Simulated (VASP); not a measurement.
HBr, 2 atoms in the cell. It takes space group Fmmm (No. 69, orthorhombic). The conventional cell has a = 5.555 Å, b = 5.640 Å, c = 6.063 Å, α = 90.00°, β = 90.00°, γ = 90.00°. Br (site symmetry mmm) has 6 H at 2.78 to 3.03 Å as nearest neighbours. H (site symmetry mmm) has 6 Br at 2.78 to 3.03 Å as nearest neighbours. 

```yaml
Program: VASP 6.6.1
Task: single point
Functional: r2SCAN
Potentials_or_basis: VASP PAW PBE potentials, release 64 (Br, H_h)
Cutoff: 1400 eV
k_mesh: 12 × 12 × 12
Occupations: gaussian, width 0.02 eV
Spin: no spin polarisation
Further_INCAR_settings: ADDGRID = False; ALGO = Normal; EDIFF = 1e-08; NBANDS = 11
```

Potentials or basis: VASP PAW PBE potentials, release 64 (Br, H_h).

Launch:

```bash
$ cat potpaw_PBE.64/Br/POTCAR potpaw_PBE.64/H_h/POTCAR > POTCAR
$ mpirun -np 1 vasp_std > vasp.out
```

Hardware: 1 thread of Intel(R) Xeon(R) Platinum 8488C (Sapphire Rapids), with other jobs on the host.

Task: How long does it take, and how much memory?

Result: Run time: 63 min on 1 thread of Intel(R) Xeon(R) Platinum 8488C (Sapphire Rapids), on a shared host, peak memory 0.86 GiB. Counts: scf iterations 20, k points 280.
